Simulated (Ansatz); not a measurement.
# HfN (P1) in Ansatz: convergence with ecutrho ratio

Aim: find how far ecutrho ratio must go before the results for HfN settle, at r2SCAN. This setting moves, with any that are tied to it; all else stays.

Program: Ansatz 0.2.0. These are calculated values, not measurements. Logs are shortened: lines on timing, memory, paths and dates and some standing lists are left out, and cuts for length are marked.

### 1 The cell of the first run

The typed cell holds 2 atoms: a = 3.472 Å, b = 3.472 Å, c = 3.472 Å, α = 60.00°, β = 60.00°, γ = 60.00°.

The cell comes from a database or a generator and needn't be the stable form of this composition.

The cell isn't the ideal one: atoms moved at random, drawn with an rms of 0.05 Å.

### 2 With ecutrho ratio 4

File input.yaml:

```yaml
crystal:
  lattice:
    - [0.0, 2.454822, 2.454822]
    - [2.454822, 0.0, 2.454822]
    - [2.454822, 2.454822, 0.0]
  atoms:
    - { symbol: Hf, position: [-0.001531, -0.002943, -0.0034] }
    - { symbol: "N", position: [0.263783, 0.242806, 0.239363] }
hamiltonian:
  xc: r2scan
  pseudopotentials: { kind: nc, source: spms }
kpoints:
  mp_grid: { grid: [7, 7, 7] }
scf:
  occupations: { method: gaussian, width: 0.1 }
output:
  forces: true
  stress: true
  eigenvalues: true
basis:
  ecutrho_ratio: 4
```

Potentials or basis: SPMS NC.

Started as:

```console
ansatz run input.yaml --threads 2 --pin off --max-ram 5632MiB --backend cpu --events-out ev --progress --plain --runs-dir out
```

Standard output:

```text
Warning: hamiltonian.xc reads the kinetic-energy density τ on the library's norm-conserving files, and those of Hf, N were made for PBE. This build holds files of Hf, N that were made for r²SCAN, which a deck under this functional can read where it names no table (hamiltonian.pseudopotentials.accuracy or source), types no xc_functional and has no exact exchange, max_exx_coeff or level of output.embedding that keeps them out. To compare such runs, type hamiltonian.pseudopotentials: {kind: paw, frozen_core: stored} on both or, where PAW refuses one, {kind: nc, accuracy: standard}
Warning: RAYON_NUM_THREADS=2 ignored (pool sized by the plan → 2); use --threads N
Engine: ansatz 0.2.0, aarch64-unknown-linux-gnu
Pseudopotentials: kind: nc
Pseudopotential: Hf, nc, valence charge 12, recommended cutoff 408.17079368981996 eV (normal), Hf.nc.azcp
Pseudopotential: N, nc, valence charge 5, recommended cutoff 1034.032677347544 eV (normal), N.nc.azcp
Functional definition: r2SCAN
  parameter k0 = 0.174
  parameter k1 = 0.065
  parameter a1 = 4.9479
  exchange = r2scan_x(k0 = k0, k1 = k1, a1 = a1)
  correlation = r2scan_c
Crystal: 2 atoms, lattice volume = 29.586 Å³
Basis set: ecut = 1034.032677347544 eV, 2229 PW (Γ), exchange–correlation on 160×160×160 points (64 copies of the dense FFT grid, shifted against one another)
Bands: 13, of which v1, the nominal top of the filled ones, is band 9 counted from 1 (8 counted from 0)
Symmetry: 1 space group operations
Space group: P1 (ITA 1), of the structure as read, at distance tolerance 3.1e-5 Å
k-points: 172 of 343 (time reversal used)
Non-local potential: Hf, projectors of the file, l = 0: 2, l = 1: 2, l = 2: 2, l = 3: 2
Non-local potential: N, projectors of the file, l = 0: 2, l = 1: 2
Initial density: superposition of atomic densities (chi_scale 0.1, normalization cell, long waves kept (reshape's long-wave potential 0.00 eV rms))
Initial wavefunctions: pseudopotential atomic-orbital guess
Functional: x = r2scan, c = r2scan; τ floored in thin density (d = 2e-4 eV/Å³)
SCF iter   1: F=—  HF=-1852.196831 eV  |F-HF|=—  |Δ(HF+E_count)|=         —  Δρ=6.49e-2  dr2=1.45e0  dr2_τ=1.18e0  ethr=3.10e-3  ⟨swp⟩=5.9  Hψ=12359  notcnv=0
preconditioner: auto → none  [metal: Δε(μ)=0.082 eV  Ē_g=11.627 eV  σ=0.100 eV  W_gap=0.44  n_scr=8 (ndim 8)  ℏωp=20.5 eV  f_vac=0.000  D(μ)=0.83/eV (n_scr^D=8)  sad-step TF]
SCF iter   2: F=—  HF=-1851.993606 eV  |F-HF|=—  |Δ(HF+E_count)|=   2.03e-1  Δρ=3.27e-2  dr2=2.73e-1  dr2_τ=1.61e-1  ethr=3.10e-3  ⟨swp⟩=2.6  Hψ=4896  notcnv=0  defer=59
SCF iter   3: F=—  HF=-1852.071348 eV  |F-HF|=—  |Δ(HF+E_count)|=   7.77e-2  Δρ=1.22e-2  dr2=6.17e-2  dr2_τ=4.13e-2  ethr=1.61e-3  ⟨swp⟩=2.8  Hψ=4178  notcnv=0  defer=59
SCF iter   4: F=—  HF=-1852.065761 eV  |F-HF|=—  |Δ(HF+E_count)|=   5.59e-3  Δρ=2.57e-3  dr2=1.22e-3  dr2_τ=8.42e-4  ethr=3.63e-4  ⟨swp⟩=2.0  Hψ=3632  notcnv=0  defer=59
SCF iter   5: F=—  HF=-1852.065963 eV  |F-HF|=—  |Δ(HF+E_count)|=   2.02e-4  Δρ=3.12e-4  dr2=1.58e-5  dr2_τ=1.88e-5  ethr=7.17e-6  ⟨swp⟩=2.4  Hψ=3529  notcnv=0  defer=59
SCF iter   6: F=—  HF=-1852.065974 eV  |F-HF|=—  |Δ(HF+E_count)|=   1.07e-5  Δρ=3.98e-5  dr2=2.09e-7  dr2_τ=1.62e-7  ethr=9.30e-8  ⟨swp⟩=2.1  Hψ=3097  notcnv=0  defer=59
SCF iter   7: F=-1852.065974 eV  HF=-1852.065974 eV  |F-HF|=2.61e-9  |Δ(HF+E_count)|=   4.26e-7  Δρ=8.13e-6  dr2=1.62e-8  dr2_τ=1.01e-8  ethr=5.88e-10  ⟨swp⟩=7.6  Hψ=11193  notcnv=0
SCF 1 converged in 7 iterations: F = -1852.065974 eV  dr2 = 1.62e-8
SCF converged after 7 iterations
Free energy (F): -1852.065974 eV
Harris-Foulkes:  -1852.065974 eV  (|F-HF|=2.61e-9)
Internal energy: -1852.063792 eV  (E = F + TS)
E sigma→0 (E₀):  -1852.064883 eV
Entropy (-TS):   -0.002182 eV (-1.091 meV/atom)
Fermi energy:    13.654626 eV
--- Per-component energies (eV) ---
  E_band       = -158.468776
  E_kinetic    = 588.354225
  E_local      = -761.706584  (includes V_loc(G=0)·N_el)
  E_nonlocal   = -200.131698
  E_hartree    = 290.976232
  E_xc         = -492.280931
  E_vxc        = -385.554643  (∫ρ·V_xc dr)
  E_vtau       = 18.617018  (kinetic-family band-sum trace: ∫τ·v_τ [+ j·A + Jᵃ·Aᵃ] dr)
  E_ewald      = -1277.275038
  E_smearing   = -0.002182  (= −TS)
  E_closure    = -0.000000  (closes the sum)
  Σ components = -1852.065974   (vs F -1852.065974, Δ=0.00e0)
--- Forces (eV/Å), atoms counted from 1 ---
  atom   1  Hf    -0.34336478     0.26275093     0.33271645
  atom   2  N      0.34330262    -0.26271230    -0.33265978
  max |Σ_I F_I| component: 6.22e-5 eV/Å
--- Stress (GPa, compression-positive) ---
       -3.359216      -1.576975      -1.225624
       -1.576975      -3.285336       1.629049
       -1.225624       1.629049      -3.351553
  P = ⅓ Tr σ = -3.3320 GPa (-33.320 kbar)
--- Band table (eV; the first three rows and the last of 172) ---
  k-point 0: bands = ["-51.1779", "-18.6442", "-18.6335", "-18.6327", "-3.8370", "7.7855", "7.8905", "7.9098", "12.8386", "16.0687", "16.0700", "20.3644", "20.4377"]
  k-point 1: bands = ["-51.1739", "-18.7306", "-18.6553", "-18.6455", "-3.6210", "7.5086", "7.9523", "8.0149", "13.9036", "15.8076", "15.8182", "19.8846", "20.8336"]
  k-point 2: bands = ["-51.1649", "-18.9394", "-18.6836", "-18.6723", "-3.1737", "7.2426", "8.2484", "8.2615", "15.4405", "15.7533", "15.8119", "19.1738", "20.7263"]
  k-point 171: bands = ["-51.1547", "-19.1269", "-18.7639", "-18.7115", "-2.6343", "7.7418", "8.4267", "8.7846", "14.1627", "16.1410", "16.3142", "19.0944", "19.4158"]
```

Run time: 17 s. Hardware: 2 threads of Arm Neoverse V2, shared host; peak memory 0.61 GiB.

What came out:

| Item | Value |
| --- | --- |
| Free energy | -1852.0660 eV |
| Pressure | -3.3 GPa |
| Largest force | 0.546 eV/Å |
| Band gap on the k mesh | none (metal or under the smearing width) |

### 3 With ecutrho ratio 5

Changes to input.yaml since step 2:

```diff
@@ -20,2 +20,2 @@
 basis:
-  ecutrho_ratio: 4
+  ecutrho_ratio: 5
```

Potentials or basis: SPMS NC.

Started as:

```console
ansatz run input.yaml --threads 2 --pin off --max-ram 5632MiB --backend cpu --events-out ev --progress --plain --runs-dir out
```

It took 18 s on 2 threads of Arm Neoverse V2, shared host; peak memory 0.7 GiB.

What came out:

| Quantity | Value |
| --- | --- |
| Free energy | -1852.0660 eV |
| Pressure | -3.3 GPa |
| Largest force | 0.546 eV/Å |
| Band gap on the k mesh | none (metal or under the smearing width) |

### 4 With ecutrho ratio 6

Changes to input.yaml since step 3:

```diff
@@ -20,2 +20,2 @@
 basis:
-  ecutrho_ratio: 5
+  ecutrho_ratio: 6
```

Started as:

```console
ansatz run input.yaml --threads 2 --pin off --max-ram 5632MiB --backend cpu --events-out ev --progress --plain --runs-dir out
```

Run time: 18 s. Hardware: 2 threads of Arm Neoverse V2, shared host; peak memory 0.71 GiB.

What came out:

* Free energy: -1852.0660 eV
* Pressure: -3.3 GPa
* Largest force: 0.546 eV/Å
* Band gap on the k mesh: none (metal or under the smearing width)

### 5 With ecutrho ratio 8

Changes to input.yaml since step 4:

```diff
@@ -20,2 +20,2 @@
 basis:
-  ecutrho_ratio: 6
+  ecutrho_ratio: 8
```

Started as:

```console
ansatz run input.yaml --threads 2 --pin off --max-ram 5632MiB --backend cpu --events-out ev --progress --plain --runs-dir out
```

Run time: 20 s. Hardware: 2 threads of Arm Neoverse V2, shared host; peak memory 0.94 GiB.

The run converged. Its results:

```
Free energy            : -1852.0660 eV
Pressure               : -3.3 GPa
Largest force          : 0.546 eV/Å
Band gap on the k mesh : none (metal or under the smearing width)
```

### 6 With ecutrho ratio 10

Changes to input.yaml since step 5:

```diff
@@ -20,2 +20,2 @@
 basis:
-  ecutrho_ratio: 8
+  ecutrho_ratio: 10
```

Potentials or basis: SPMS NC.

Started as:

```console
ansatz run input.yaml --threads 2 --pin off --max-ram 5632MiB --backend cpu --events-out ev --progress --plain --runs-dir out
```

Wall time 22 s (2 threads of Arm Neoverse V2, shared host); peak memory 1.2 GiB.

Results (log left out):

- Free energy: -1852.0660 eV
- Pressure: -3.3 GPa
- Largest force: 0.546 eV/Å
- Band gap on the k mesh: none (metal or under the smearing width)

### 7 With ecutrho ratio 12

Changes to input.yaml since step 6:

```diff
@@ -20,2 +20,2 @@
 basis:
-  ecutrho_ratio: 10
+  ecutrho_ratio: 12
```

Started as:

```console
ansatz run input.yaml --threads 2 --pin off --max-ram 5632MiB --backend cpu --events-out ev --progress --plain --runs-dir out
```

It took 24 s on 2 threads of Arm Neoverse V2, shared host; peak memory 1.3 GiB.

Results (log left out):

```
Free energy            : -1852.0660 eV
Pressure               : -3.3 GPa
Largest force          : 0.546 eV/Å
Band gap on the k mesh : none (metal or under the smearing width)
```

### 8 Summary

```
ecutrho ratio  energy less the tightest run, at zero smearing (meV/atom)  SCF cycles  CPU time (s)  peak memory (GiB)
            4                                                       0.00           7            33               0.61
            5                                                       0.00           7            35                0.7
            6                                                       0.00           7            35               0.71
            8                                                       0.00           7            40               0.94
           10                                                       0.00           7            44                1.2
           12                                                       0.00           7            47                1.3
```

Against the tightest run, the energy stays within 1 meV/atom from 4 on. The tightest run that finished is the yardstick and may itself not be fully converged.

Caveats: the meta-GGA runs on potentials made for a GGA; the potentials were made for another functional, which shifts forces and pressure.
